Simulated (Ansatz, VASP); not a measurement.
# Re: VASP beside Ansatz

```xyz
4
Lattice="2.7664 0.0000 0.0000 -1.3832 2.3958 0.0000 0.0000 0.0000 8.9388" Properties=species:S:1:pos:R:3 pbc="T T T"
Re    1.3832    0.7986    6.7041
Re    0.0000    0.0000    4.4694
Re    0.0000    1.5972    2.2347
Re    0.0000    0.0000    0.0000
```

Alike in both runs: task relaxation of cell and atoms; functional PBEsol; dispersion D3(BJ); k mesh 11 × 11 × 3; occupations fermi-dirac, width 0.05 eV; no spin polarisation.

|  | VASP | Ansatz |
| --- | --- | --- |
| version | VASP 6.6.1 | Ansatz 0.2.0 |
| potentials or method | VASP PAW PBE potentials, release 64 (Re) | Ansatz PAW |
| plane-wave cutoff (eV) | 600 | 420 |
| valence electrons in the cell | 28 | 60 |

Ansatz gave:

| Quantity | Value |
| --- | --- |
| relaxed volume (Å³/atom) | 14.26 |
| relaxed cell length with the largest relative difference (Å) | 2.732 |
| energy change over the relaxation (meV/atom) | -25 |

Question: Which values does VASP return?

Answer: Relaxed volume (Å³/atom): 14.28; relaxed cell length with the largest relative difference (Å): 2.732; energy change over the relaxation (meV/atom): -25.

The two sets of potentials don't hold the same shells in valence.

Caveats: the PAW data sets were made with another functional, which shifts forces and pressure a little (VASP); the plane-wave basis is chosen anew once the cell has moved, so the energies of steps on either side of that aren't comparable (Ansatz); the PAW data sets come from PBE, with cores solved anew for the run's functional, which leaves a small shift of forces and pressure (Ansatz). The runs have no spin-orbit coupling, so splittings on Re are missing.
